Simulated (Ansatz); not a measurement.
Cell and atoms are relaxed with the symmetry kept. Start:

```yaml
crystal:
  lattice:
    - [0.00000, 1.91789, 1.91789]
    - [1.91789, 0.00000, 1.91789]
    - [1.91789, 1.91789, 0.00000]
  atoms:
    - { symbol: Rh, position: [0.00000, 0.00000, 0.00000] }
```

Computed with Ansatz 0.2.0, DFT PBE, scalar-relativistic, plane waves, PAW.

Cutoff 420 eV; k points 18×18×18 on the computed 1-atom cell (Γ-centred); Gaussian smearing, width 0.10 eV; no spin polarisation.

What does it relax to?

The volume decreases by 0.06 Å³/atom to 14.05 Å³/atom, and the energy falls by 0.2 meV/atom. Final structure:
```
Rh
1.0
     0.00000    1.91499    1.91499
     1.91499    0.00000    1.91499
     1.91499    1.91499    0.00000
Rh
1
Direct
  0.00000 0.00000 0.00000
```

Course of the relaxation (steps run on the plane waves of an earlier cell, and the basis is chosen afresh near the end, so energy and pressure can step there; trial steps that raised the energy were taken back; energies are free energies):

```tsv
step	E − E_final (meV/atom)	P (GPa)	V (Å³/atom)
1	0.2	-1.16	14.11
2	0.1	1.03	13.99
3	0.0	-0.01	14.05
4	0.0	-0.01	14.05
```